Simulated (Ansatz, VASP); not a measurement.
Mo in VASP and in Ansatz

POSCAR

```
Mo
1.0
   -1.5474350000      1.5474350000      1.5474350000
    1.5474350000     -1.5474350000      1.5474350000
    1.5474350000      1.5474350000     -1.5474350000
Mo
1
Direct
    0.0000000000      0.0000000000      0.0000000000
```

Contents of INCAR.step1:

```
ALGO = Normal ; EDIFF = 1E-4
ENCUT = 520 ; GGA = PE
ISMEAR = 0 ; LASPH = T
LCHARG = F ; LREAL = F
LWAVE = T ; NBANDS = 13
NELM = 100 ; PREC = Accurate
SIGMA = 0.15
```

The input INCAR.step2:

```
ALGO = Normal ; EDIFF = 1E-6
ENCUT = 520 ; ISIF = 2
ISMEAR = 0 ; ISTART = 1
LASPH = T ; LCHARG = T
LELF = T ; LMIXTAU = T
LREAL = F ; LVHAR = T
LWAVE = F ; METAGGA = R2SCAN
NBANDS = 13 ; NELM = 100
PREC = Accurate ; SIGMA = 0.15
```

KPOINTS

```
k-points
0
Gamma
  22 22 22
```

Input for Ansatz:

```yaml
crystal:
  lattice:
    - [-1.547435, 1.547435, 1.547435]
    - [1.547435, -1.547435, 1.547435]
    - [1.547435, 1.547435, -1.547435]
  atoms:
    - { symbol: Mo, position: [0.0, 0.0, 0.0] }
basis:
  ecutwfc: 500
kpoints:
  mp_grid: { grid: [22, 22, 22] }
hamiltonian:
  xc: r2scan
scf:
  occupations: { method: gaussian, width: 0.15 }
output:
  forces: true
  stress: true
  eigenvalues: true
```

Change from the starting cell: strain -0.015 along x and y, -0.015 along z, atoms carried along.

Alike in both runs: task single point; functional r2SCAN; k mesh 22 × 22 × 22; occupations gaussian, width 0.15 eV; no spin polarisation.

|  | VASP | Ansatz |
| --- | --- | --- |
| version | VASP 6.6.1 | Ansatz 0.2.0 |
| potentials or method | VASP PAW PBE potentials, release 64 (Mo_sv) | scalar-relativistic, plane waves, PAW |
| plane-wave cutoff (eV) | 520 | 500 |
| valence electrons in the cell | 14 | 14 |

VASP gave:

- gap on the k mesh at the Fermi level (eV): none
- pressure (GPa): 17.7

Q: Estimate Ansatz's values.

A: gap on the k mesh at the Fermi level (eV): none; pressure (GPa): 16.2.

A gap of «none» marks a metal or a gap that the smearing closes.

Caveats: so large a pressure means that the cell lies far from this level's equilibrium, or that cutoff or potentials fall short (VASP); the potentials were made for another functional, which shifts forces and pressure (VASP).
